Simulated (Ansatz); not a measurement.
We consider rock-salt NaBr, described by PBE0-D3(BJ) (Ansatz, a first-principles code, plane waves, PAW).

Numerical settings: plane-wave cutoff 460 eV, 8×8×8 k mesh, Fermi–Dirac smearing 0.01 eV, scalar-relativistic PAW data made under PBE.

Equation-of-state points:

```tsv
V (Å³/atom)	E − E_lowest (meV/atom)
23.678	5.24
24.301	1.12
24.695	0.00
25.547	1.00
26.162	4.23
```

Q: Fit the third-order Birch–Murnaghan equation and give B0 and B′.

A: V0 = 24.924 Å³/atom, B0 = 25.2 GPa, B′ = 4.8 (fit to the energies at full precision).

Measured, for comparison: bulk modulus 22.6 GPa (4 K, zero-point motion not removed; as tabulated in Doll and Stoll (1998), arXiv:cond-mat/9801031); equilibrium volume per atom 26.01 Å³/atom (low temperature, zero-point motion not removed; as tabulated in Doll and Stoll (1998), arXiv:cond-mat/9801031). Computed (rounded) less measured: bulk modulus +12 %, equilibrium volume per atom -4.2 %.
